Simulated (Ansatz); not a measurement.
This SnTe structure is the end of a relaxation. The cell was found from a structure generator's guess, not taken from experiment.

Computed with DFT PBE, scalar-relativistic, plane waves, PAW (Ansatz). Cutoff 420 eV, Γ-centred mesh, Gaussian smearing, no spin polarisation.

```
CELL_PARAMETERS angstrom
-2.26692 2.26692 3.21724
2.26692 -2.26692 3.21724
2.26692 2.26692 -3.21724
ATOMIC_POSITIONS crystal
Sn 0.69747 0.69747 0.00000
Te 0.17753 0.17753 0.00000
```

The zero of energy is the elements' standard structures at the same level; no fitted shifts are applied. The references include grey tin.

(1) What space group does it have?

(2) What is its formation energy per atom?

(3) Is it a metal?

Results:

(1) I4mm (No. 107). Conventional cell: a = 4.534 Å, c = 6.434 Å. Around Sn lie 6 Te at 3.09–3.35 Å; Te is surrounded by 6 Sn at 3.09–3.35 Å.

(2) −0.288 eV/atom. It lies below the elements, which doesn't yet make it stable against other compounds or structures.

(3) No, the gap on the 12×12×12 mesh is 0.33 eV.

The last run used a 12×12×12 mesh for its 2-atom cell and Gaussian smearing of 0.02 eV. Spin–orbit coupling, which can matter for Te, is left out. Kohn–Sham gaps at this level usually fall short of measured ones. The missing spin–orbit coupling can work the other way here. The reference form of Te is held partly by dispersion forces, which this level lacks. Small gaps are read on the mesh alone, and bands can cross between its points. A structure relaxed within its symmetry needn't be a true minimum.
